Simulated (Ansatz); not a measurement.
Run this with Ansatz 0.2.0 through its Python package and show what comes out.

`dfpt.py`
```python
"""Zone-centre and zone-boundary phonons of CaF2 by linear response."""

from pathlib import Path

import ansatz as az
import numpy as np

SETTINGS = {
    "functional": "pbe",
    "kgrid": (6, 6, 6),
}

lattice = az.Lattice.of(
    [0.0, 2.731, 2.731],
    [2.731, 0.0, 2.731],
    [2.731, 2.731, 0.0],
)
sites = [
    ("Ca", [0.0, 0.0, 0.0]),
    ("F", [0.25, 0.25, 0.25]),
    ("F", [0.75, 0.75, 0.75]),
]
structure = az.Crystal(lattice=lattice)
for symbol, position in sites:
    structure = structure.atom(symbol, position)

model = (
    structure.calculation()
    .functional(SETTINGS["functional"])
    .occupations(az.OccupationsMethod.FIXED)
    .kpoints(*SETTINGS["kgrid"])
    .phonons("dfpt", dielectric=True, lo_to_directions=[(1, 1, 1)])
)
out = model.run(threads=1, runs_dir="runs")
ph = out.phonons

print("Gamma modes (1/cm):", " ".join(f"{w:.1f}" for w in ph.gamma_omega_inv_cm))
print("in meV:", " ".join(f"{w * 0.1239842:.2f}" for w in ph.gamma_omega_inv_cm))
field = out.phonons_dielectric
print("eps_inf diagonal:", np.round(np.diag(field.eps_inf), 3))
for site, z in zip(out.lattice.sites, field.zstar_e):
    print(f"Born charge {site.symbol:2s}", np.round(np.diag(z), 3) + 0.0)
rows = (Path(out.output_folder) / "results" / "optical_modes.tsv").read_text().splitlines()
for line in rows:
    if not line.startswith("#"):
        print("  ".join(f"{float(v):.3f}" for v in line.split()[:8]))
```

Output of `python dfpt.py`:
```text
DeckWarning: basis.ecutwfc = 420 eV, auto-derived from the records' recommended cutoffs: set by Ca (normal level)
DeckWarning: phonons.dielectric: true without phonons.rigid_motions: the static dielectric tensor ε⁰ will be withheld (ε∞, Z* and the rows of modes are given); for a crystal or a slab, whose only [...]
Gamma modes (1/cm): 0.0 0.0 0.0 245.9 245.9 245.9 318.7 318.7 318.7
in meV: 0.00 0.00 0.00 30.49 30.49 30.49 39.51 39.51 39.51
eps_inf diagonal: [2.281 2.281 2.281]
Born charge Ca [2.37 2.37 2.37]
Born charge F  [-1.185 -1.185 -1.185]
Born charge F  [-1.185 -1.185 -1.185]
0.000  0.000  0.000  245.906  3.000  19.931  0.288  -0.000
0.000  0.000  0.000  318.701  3.000  0.000  0.000  0.000
0.577  0.577  0.577  245.906  2.000  13.287  0.192  -0.096
0.577  0.577  0.577  318.701  3.000  0.000  0.000  -0.000
0.577  0.577  0.577  461.465  1.000  6.644  0.096  0.096
```
(Warnings from the package without file and line, shortened.)

Caveats:
- The cell isn't relaxed first, so the values belong to this volume.
- The structure is a deposited one; some such entries were measured under pressure or heat, so a shift against it needn't be the functional's error alone.
- The structure is taken as given; imaginary modes can come from an unrelaxed or unstable start.
- Processor time in the engine: 9.5 s on 1 thread of Intel(R) Xeon(R) Processor @ 2.30GHz, with other jobs on the host, peak memory 0.62 GiB.
